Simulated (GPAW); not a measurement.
Input of a GPAW 26.7.0 run:

File run.py:

```python
from ase import Atoms
from ase.dft.bandgap import bandgap
from ase.io import write
from ase.units import GPa
from gpaw import GPAW, PW

atoms = Atoms(['Te', 'Cd'],
              cell=[[0.0, 3.205, 3.205],
                    [3.205, 0.0, 3.205],
                    [3.205, 3.205, 0.0]],
              scaled_positions=[[0.75, 0.75, 0.75],
                                [0.0, 0.0, 0.0]],
              pbc=True)

calc = GPAW(mode=PW(450),
            xc='LDA',
            kpts={'size': (6, 6, 6), 'gamma': True},
            occupations={'name': 'fermi-dirac', 'width': 0.05},
            nbands=18,
            maxiter=120,
            txt='gpaw.txt')
atoms.calc = calc
energy = atoms.get_potential_energy()
forces = atoms.get_forces()
stress = atoms.get_stress()
calc.write('gs.gpw')
write('result.traj', atoms)
print(f'Energy: {energy:.6f} eV')
print('Forces (eV/A):')
print(forces.round(4))
print('Stress (GPa):', (stress / GPa).round(3))
print('Fermi level:', round(calc.get_fermi_level(), 4), 'eV')
print(f'Gap: {bandgap(calc)[0]:.4f} eV, direct: {bandgap(calc, direct=True)[0]:.4f} eV')
```

Potentials or basis: the program's PAW data sets (release 1.2.1) made for this functional, pw.

Command:

```sh
$ OMP_NUM_THREADS=1 python run.py
```

What does it give for the band gap on the k mesh?

0.61 eV, direct.

Predict the pressure.

-1.1 GPa.

Caveat: the cutoff is short for stress and forces, so pressures can be off by a GPa or more; spin-orbit coupling is left out, which moves the levels of the heavy elements.

**Experimental background.**

From a printed reference work, data compilation, for a bulk crystal of CdTe at 0 K: band gap 1.607 eV.

Against the measured gap of CdTe, 1.607 eV (0 K; a printed reference work, data compilation), the calculated 0.61 eV is off by -1.00 eV. Spin-orbit coupling on Cd, Te is left out. The value is that of LDA, without temperature or zero-point motion. Semilocal functionals fall short of measured gaps as a rule.
